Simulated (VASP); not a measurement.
# RbH3 (P1) in VASP: single point with r2SCAN

Aim: the single point of RbH3 with r2SCAN.

All numbers are computed with VASP 6.6.1; they aren't measurements. Logs are shortened: lines on timing, memory, paths and dates and some standing lists are left out, and cuts for length are marked.

### 1 The structure

The typed cell holds 8 atoms: a = 5.566 Å, b = 5.652 Å, c = 5.927 Å, α = 119.36°, β = 117.56°, γ = 60.35°.

The cell was built by a generator and needn't be a form met in nature.

### 2 Single point, r2SCAN

Contents of POSCAR:

```
RbH3
1.0
    2.7764352600      4.8241879400      0.0256533000
   -2.8617474000      4.8734424400     -0.0587178700
    0.1031723100     -3.2494528700      4.9554728400
Rb H
2 6
Direct
    0.9929980000      0.0028040000      0.9946450000
    0.4980170000      0.4981990000      0.4864190000
    0.8634380000      0.6161800000      0.7403730000
    0.2686910000      0.8710750000      0.7477930000
    0.6069800000      0.2537440000      0.7501640000
    0.1103420000      0.3826480000      0.2397160000
    0.7432960000      0.1036710000      0.2118540000
    0.3619030000      0.7640010000      0.2528580000
```

Contents of INCAR.step1:

```
  PREC = Accurate
  ENCUT = 520
  ISMEAR = -5
  SIGMA = 0.1
  LREAL = F
  LASPH = T
  NELM = 100
  NBANDS = 22
  GGA = PE
  ALGO = Normal
  EDIFF = 1E-4
  LWAVE = T
  LCHARG = F
```

Contents of INCAR.step2:

```
  PREC = Accurate
  ENCUT = 520
  EDIFF = 1E-7
  ISMEAR = -1
  SIGMA = 0.1
  LREAL = F
  LASPH = T
  NELM = 100
  ALGO = Normal
  ISIF = 2
  LWAVE = F
  LCHARG = F
  METAGGA = R2SCAN
  LMIXTAU = T
  LORBIT = 10
  NBANDS = 22
  ISTART = 1
```

Contents of KPOINTS:

```
Automatic mesh
0
Gamma
  4 4 4
```

Potentials or basis: VASP PAW PBE potentials, release 64 (Rb_sv, H).

The run is started by

```console
$ cat potpaw_PBE.64/Rb_sv/POTCAR potpaw_PBE.64/H/POTCAR > POTCAR
$ cp INCAR.step1 INCAR
$ mpirun -np 1 vasp_std > vasp.out
$ cp INCAR.step2 INCAR
$ mpirun -np 1 vasp_std > vasp.out
```

OUTCAR:

```text
PREC = Accurate
   ENCUT = 520
   EDIFF = 1E-7
   ISMEAR = -1
   LREAL = F
   LASPH = T
   NELM = 100
   ISIF = 2
   METAGGA = R2SCAN
   LORBIT = 10
   ISTART = 1

 ion  position               nearest neighbor table
   1  0.993  0.003  0.995-   7 2.02   6 2.14   8 2.18   5 2.20   3 2.21   4 2.22   2 3.97   2 4.05
                             2 4.06   2 4.07   2 4.14   2 4.18
   2  0.498  0.498  0.486-   3 2.09   4 2.11   8 2.17   6 2.18   7 2.23   5 2.27   1 3.97   1 4.05
                             1 4.06   1 4.07   1 4.14   1 4.18
   3  0.863  0.616  0.740-   2 2.09   1 2.21
   4  0.269  0.871  0.748-   2 2.11   1 2.22
   5  0.607  0.254  0.750-   1 2.20   2 2.27
   6  0.110  0.383  0.240-   1 2.14   2 2.18
   7  0.743  0.104  0.212-   1 2.02   2 2.23
   8  0.362  0.764  0.253-   2 2.17   1 2.18

  LATTYP: Found a triclinic cell.
 ALAT       =     5.6518569679
 B/A-ratio  =     0.9848358365
 C/A-ratio  =     1.0351001997
 COS(alpha) =     0.0092448729
 COS(beta)  =     0.4694200487
 COS(gamma) =     0.4947199393

  Lattice vectors:

 A1 = (   2.8617474000,  -4.8734424400,   0.0587178700)
 A2 = (  -2.7764352600,  -4.8241879400,  -0.0256533000)
 A3 = (   2.7585750900,  -1.6239895700,  -4.8967549700)

Analysis of symmetry for initial positions (statically):
=====================================================================
 Subroutine PRICEL returns:
 Original cell was already a primitive cell.

 Routine SETGRP: Setting up the symmetry group for a
 triclinic supercell.

 Subroutine GETGRP returns: Found  1 space group operations
 (whereof  1 operations were pure point group operations)
 out of a pool of  2 trial point group operations.

The static configuration has the point symmetry C_1 .

Analysis of symmetry for dynamics (positions and initial velocities):
=====================================================================
 Subroutine PRICEL returns:
 Original cell was already a primitive cell.

 Routine SETGRP: Setting up the symmetry group for a
 triclinic supercell.

 Subroutine GETGRP returns: Found  1 space group operations
 (whereof  1 operations were pure point group operations)
 out of a pool of  2 trial point group operations.

The dynamic configuration has the point symmetry C_1 .

 Subroutine INISYM returns: Found  1 space group operations
 (whereof  1 operations are pure point group operations),
 and found     1 'primitive' translations

----------------------------------------------------------------------------------------

                                     Primitive cell

  volume of cell :     135.1315

  direct lattice vectors                    reciprocal lattice vectors
     2.776435260  4.824187940  0.025653300     0.177304417  0.104899702  0.065094441
    -2.861747400  4.873442440 -0.058717870    -0.177527021  0.101796424  0.070447072
     0.103172310 -3.249452870  4.955472840    -0.003021397  0.000663155  0.202294846

  length of vectors
     5.566151285  5.651856968  5.926744431     0.216051128  0.216428152  0.202318495

  position of ions in fractional coordinates (direct lattice)
     0.992998000  0.002804000  0.994645000
     0.498017000  0.498199000  0.486419000
     0.863438000  0.616180000  0.740373000
     0.268691000  0.871075000  0.747793000
     0.606980000  0.253744000  0.750164000
     0.110342000  0.382648000  0.239716000
     0.743296000  0.103671000  0.211854000
     0.361903000  0.764001000  0.252858000

  ion indices of the primitive-cell ions
   primitive index   ion index
                 1           1
                 2           2
                 3           3
                 4           4
                 5           5
                 6           6
                 7           7
                 8           8

----------------------------------------------------------------------------------------

 KPOINTS: Automatic mesh

Automatic generation of k-mesh.
 Grid dimensions read from file:
 generate k-points for:    4    4    4

 Generating k-lattice:

  Cartesian coordinates                     Fractional coordinates (reciprocal lattice)
     0.044326104  0.026224926  0.016273610     0.250000000  0.000000000  0.000000000
    -0.044381755  0.025449106  0.017611768     0.000000000  0.250000000  0.000000000
    -0.000755349  0.000165789  0.050573711     0.000000000  0.000000000  0.250000000

  Length of vectors
     0.054012782  0.054107038  0.050579624

  Shift w.r.t. Gamma in fractional coordinates (k-lattice)
     0.000000000  0.000000000  0.000000000

 Subroutine IBZKPT returns following result:
 ===========================================

 Found     36 irreducible k-points:

 Following reciprocal coordinates:
            Coordinates               Weight
  0.000000  0.000000  0.000000      1.000000
  0.250000 -0.000000  0.000000      2.000000
  0.500000 -0.000000  0.000000      1.000000
  0.000000  0.250000  0.000000      2.000000
  0.250000  0.250000  0.000000      2.000000
  0.500000  0.250000  0.000000      2.000000
[... 16 lines left out ...]
  0.000000 -0.250000  0.250000      2.000000
  0.250000 -0.250000  0.250000      2.000000
 [... further k-points ...]
   k-points           NKPTS =     36   k-points in BZ     NKDIM =     36   number of bands    NBANDS=     22
   number of dos      NEDOS =    301   number of ions     NIONS =      8
   total plane-waves  NPLWV =  84672
   dimension x,y,z NGX =    42 NGY =   42 NGZ =   48
   dimension x,y,z NGXF=    84 NGYF=   84 NGZF=   96
   ions per type =               2   6
   NGX,Y,Z   is equivalent  to a cutoff of  12.54, 12.35, 13.46 a.u.
   NGXF,Y,Z  is equivalent  to a cutoff of  25.09, 24.71, 26.93 a.u.
 SYSTEM =  unknown system
   PREC   = accura    normal or accurate (medium, high low for compatibility)
   ISTART =      1    job   : 0-new  1-cont  2-samecut
   ICHARG =      0    charge: 1-file 2-atom 10-const
   ISPIN  =      1    spin polarized calculation?
   LNONCOLLINEAR =      F non collinear calculations
   LSORBIT =      F    spin-orbit coupling
   LASPH  =      T    aspherical Exc in radial PAW
   ENCUT  =  520.0 eV  38.22 Ry    6.18 a.u.  10.35 10.51 11.02*2*pi/ulx,y,z
   NELM   =    100;   NELMIN=  2; NELMDL=  0     # of ELM steps
   EDIFF  = 0.1E-06   stopping-criterion for ELM
   LREAL  =      F    real-space projection
   EDIFFG = 0.1E-05   stopping-criterion for IOM
   NSW    =      0    number of steps for IOM
   IBRION =     -1    ionic relax: 0-MD 1-quasi-New 2-CG
   NFREE  =      0    steps in history (QN), initial steepest desc. (CG)
   ISIF   =      2    stress and relaxation
   ISYM   =      2    0-nonsym 1-usesym 2-fastsym
   POTIM  = 0.5000    time-step for ionic-motion
   TEBEG  =    0.0;   TEEND  =   0.0 temperature during run
   PSTRESS=    0.0 pullay stress
   NELECT =      24.0000    total number of electrons
   NUPDOWN=      -1.0000    fix difference up-down
   EMIN   =  10.00;   EMAX   =-10.00  energy-range for DOS
   EFERMI =   0.00;   METHOD = LEGACY
   ISMEAR =    -1;   SIGMA  =   0.10  broadening in eV -4-tet -1-fermi 0-gaus
   EFERMI_NEDOS =   21; number of points for ismear=-14 and -15
   IALGO  =     38    algorithm
   IMIX   =      4    mixing-type and parameters
     AMIX     =   0.40;   BMIX     =  1.00
     AMIX_MAG =   1.60;   BMIX_MAG =  1.00
  volume/ion in A,a.u.               =      16.89       113.99
  Fermi-wavevector in a.u.,A,eV,Ry     =   0.920223  1.738969 11.521553  0.846810
  Thomas-Fermi vector in A             =   2.045504
   LORBIT       =     10    0 simple, 1 ext, 2 COOP (PROOUT), +10 PAW based schemes
   METAGGA = R2SCAN    functional components
   LHFCALC =     F    Hartree Fock is set to
   AEXX    =    0.0000 exact exchange contribution
   IVDW    =     0    specifies the selected vdW correction
   LEPSILON=     F    determine dielectric tensor
   LRPA    =     F    only Hartree local field effects (RPA)
 non-spin polarized calculation
  energy-cutoff  :      520.00
  volume of cell :      135.13
 maximum number of plane-waves:      3659
 NGX is ok and might be reduce to    42

 number of electron      24.0000000 magnetization

 Free energy of the ion-electron system (eV)
  ---------------------------------------------------
  ext. energy  EPLUGINS =         0.00000000
  ---------------------------------------------------
  free energy    TOTEN  =       -35.86680972 eV

  energy without entropy =      -35.73806914  energy(sigma->0) =      -35.80243943

 E-fermi :  -2.1205     XC(G=0):  -7.4226

 val. band max:       -2.1239729444   @ k =   0.2500   0.5000   0.0000
 cond. band min:      -2.1053811760   @ k =   0.2500  -0.0000   0.5000
 fundamental gap:      0.0185917684
 Fermi energy:        -2.1204735619

 k-point     1 :       0.0000    0.0000    0.0000
  band No.  band energies     occupation
      1     -28.6340      2.00000
      2     -28.5205      2.00000
      3     -12.8960      2.00000
      4     -12.8156      2.00000
      5     -12.6407      2.00000
      6     -12.1400      2.00000
[... 14 lines left out ...]
     21       7.9324      0.00000
     22       8.0313      0.00000

 k-point     2 :       0.2500   -0.0000    0.0000
  band No.  band energies     occupation
      1     -28.6174      2.00000
      2     -28.5364      2.00000
      3     -12.8105      2.00000
      4     -12.7383      2.00000
      5     -12.5821      2.00000
      6     -12.2848      2.00000
[... 542 lines left out ...]
 k-point    24 :       0.2500   -0.2500    0.2500
  band No.  band energies     occupation
      1     -28.5971      2.00000
      2     -28.5558      2.00000
      3     -12.8544      2.00000
      4     -12.7809      2.00000
      5     -12.6951      2.00000
      6     -12.2478      2.00000
[... 14 lines left out ...]
     21       7.1883      0.00000
     22       7.4861      0.00000

 [... further k-points ...]

------------------------ aborting loop because EDIFF is reached ----------------------------------------

  FORCE on cell =-STRESS in cart. coord.  units (eV):
  Direction    XX          YY          ZZ          XY          YZ          ZX
  --------------------------------------------------------------------------------------
  -------------------------------------------------------------------------------------
  Total        5.0221244      5.1489436      4.8009261      0.1554414     -0.0056357     -0.0504601
  in kB       59.5444747     61.0480988     56.9218526      1.8429805     -0.0668188     -0.5982763
  external PRESSURE =      59.1714754 kB  Pullay stress =       0.0000000 kB

 VOLUME and BASIS-vectors are now :
 -----------------------------------------------------------------------------
  energy-cutoff  :      520.00
  volume of cell :      135.13
      direct lattice vectors                 reciprocal lattice vectors
     2.776435260  4.824187940  0.025653300     0.177304417  0.104899702  0.065094441
    -2.861747400  4.873442440 -0.058717870    -0.177527021  0.101796424  0.070447072
     0.103172310 -3.249452870  4.955472840    -0.003021397  0.000663155  0.202294846

 POSITION                                       TOTAL-FORCE (eV/Angst)
 -----------------------------------------------------------------------------------
      2.85159      1.57202      4.95425         0.480087      0.410692     -0.667831
      0.00718      3.24988      2.39396         0.392780     -0.494151     -0.269315
      0.71031      4.76250      3.65487         0.535396      0.262181      0.214848
     -1.66964      3.11143      3.66141        -0.581959      0.239968      0.380497
      1.03649      1.72717      3.71809        -0.285232     -0.320286     -0.094513
     -0.76395      1.61818      1.16827        -0.499895      0.200390      0.136761
      1.78889      3.40262      1.06282        -0.205561     -0.826398      0.347697
     -1.15549      4.64755      1.21745         0.164385      0.527603     -0.048143
 -----------------------------------------------------------------------------------
    total drift:                               -0.000039      0.000043      0.000027

  FREE ENERGIE OF THE ION-ELECTRON SYSTEM (eV)
  ---------------------------------------------------
  free  energy   TOTEN  =       -35.8668097239 eV

  energy  without entropy=      -35.7380691401  energy(sigma->0) =      -35.80243943

 total charge

# of ion       s       p       d       tot
------------------------------------------
    1        1.991   5.265   0.156   7.412
    2        1.990   5.271   0.149   7.410
    3        0.462   0.003   0.000   0.465
    4        0.458   0.003   0.000   0.462
    5        0.455   0.002   0.000   0.457
    6        0.461   0.003   0.000   0.464
    7        0.465   0.004   0.000   0.468
    8        0.462   0.003   0.000   0.465
--------------------------------------------------
tot          6.744  10.554   0.304  17.602
```

It took 5.2 min on 1 thread of Intel Xeon Platinum 8488C (Sapphire Rapids), shared host; peak memory 0.34 GiB.

What came out:

```
Free energy                                           : -35.8668 eV
Pressure                                              : 5.9 GPa
Largest force                                         : 0.920 eV/Å
Band gap on the k mesh                                : none (metal or under the smearing width)
Valence electrons inside the program's atomic spheres : Rb 7.41; H 0.47, 0.46
```

Forces in eV/Å, atoms in the order of the input:
```
Rb   0.480  0.411 -0.668
Rb   0.393 -0.494 -0.269
H    0.535  0.262  0.215
H   -0.582  0.240  0.380
H   -0.285 -0.320 -0.095
H   -0.500  0.200  0.137
H   -0.206 -0.826  0.348
H    0.164  0.528 -0.048
```

Caveat: the PAW data sets were made with another functional, which shifts forces and pressure a little.
